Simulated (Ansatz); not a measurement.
Ga under changes of volume

One of the cells (18.543 Å³/atom); the others are scaled copies at fixed shape and fractional positions:

```xyz
2
Lattice="1.3830 -4.0265 0.0000 1.3830 4.0265 0.0000 -0.1174 0.0000 3.3299" Properties=species:S:1:pos:R:3 pbc="T T T"
Ga    1.2949    2.9716    2.4974
Ga    1.3536   -2.9716    0.8325
```

This isn't the form of Ga at room conditions, which is orthorhombic.

| Item | Value |
| --- | --- |
| Program | Ansatz 0.2.0 |
| Functional | PBEsol |
| Potentials or basis | all-electron LAPW, scalar-relativistic |
| Cutoff | 277 eV (chosen from the basis error) |
| Basis error allowed | 0.0005 eV/atom |
| k mesh | 10 × 10 × 8 |
| Occupations | fermi-dirac, width 0.05 eV |
| Spin | no spin polarisation |

```tsv
volume (Å³/atom)	energy over the lowest point (meV/atom)	pressure (GPa)	largest force (eV/Å)
17.431	?	?	?
17.801	0.00	0.5	0.213
18.172	0.53	-0.8	0.205
18.543	3.83	-1.9	0.196
18.914	9.54	-2.9	0.188
19.285	17.35	-3.8	0.178
19.656	26.98	-4.5	0.168
```

What does the run at 17.431 Å³/atom give?

Energy over the lowest point 2.63 meV/atom; pressure 1.9 GPa; largest force 0.221 eV/Å.

Worked out: A Birch-Murnaghan fit of order 3 (a polynomial in V^(-2/3)) to the other rows has its minimum at 17.92 Å³/atom with B0 = V·E''(V) = 63 GPa and B' = 5.6 at fixed shape and positions, which overstates the stiffness. It gives 2.64 meV/atom at 17.431 Å³/atom, against the run's 2.63, and -dE/dV = 1.9 GPa, against 1.9.

Energies are extrapolated to zero smearing.
